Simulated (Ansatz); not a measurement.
Tl, DFT, PBEsol, PAW with Ansatz's default frozen-core files, scalar-relativistic (Ansatz 0.2.0), run on 1 thread of Arm Neoverse V1 on a shared host.

Structure: COD 9008519, as refined from experiment and not relaxed.

Command: `ansatz run input.yaml --threads 1 --pin off --max-ram 2048MiB --backend cpu --events-out ev --progress --plain --runs-dir out`

```yaml
crystal:
  lattice:
    - [3.4559983565, 0.0, 0.0]
    - [-1.7279991783, 2.9929823722, 0.0]
    - [0.0, 0.0, 5.525]
  atoms:
    - { symbol: Tl, position: [0.3333333333, 0.6666666667, 0.25] }
    - { symbol: Tl, position: [0.6666666667, 0.3333333333, 0.75] }
kpoints:
  mp_grid: { grid: [11, 11, 6] }
  band_path:
    path:
      - [0.0, 0.0, 0.0]
      - [0.5, 0.0, 0.0]
      - [0.3333333333, 0.3333333333, 0.0]
      - [0.0, 0.0, 0.0]
      - [0.0, 0.0, 0.5]
      - [0.5, 0.0, 0.5]
      - [0.3333333333, 0.3333333333, 0.5]
      - [0.0, 0.0, 0.5]
      - [0.5, 0.0, 0.5]
    npoints: 5
scf:
  occupations: { method: fermi_dirac, width: 0.05 }
hamiltonian:
  xc: pbesol
  pseudopotentials: { kind: paw }
output:
  forces: true
  stress: true
  eigenvalues: true
  efg: { contact_densities: true }
  write_density: true
  write_potential: true
  elf: true
  volumetric_format: npy
```

How large is the problem that the program sets up?

64 irreducible k-points, 1105 plane waves at Γ, 17 bands.

Estimate the wall time and the peak memory.

7.3 s of wall time for 6 SCF iterations, with a peak of 0.38 GiB. Times on shared machines scatter by tens of per cent.

And the same cell and mesh by full-potential LAPW, asked for forces, stress, eigenvalues and the same band path, on the same hardware?

32 s, peak memory 0.4 GiB.
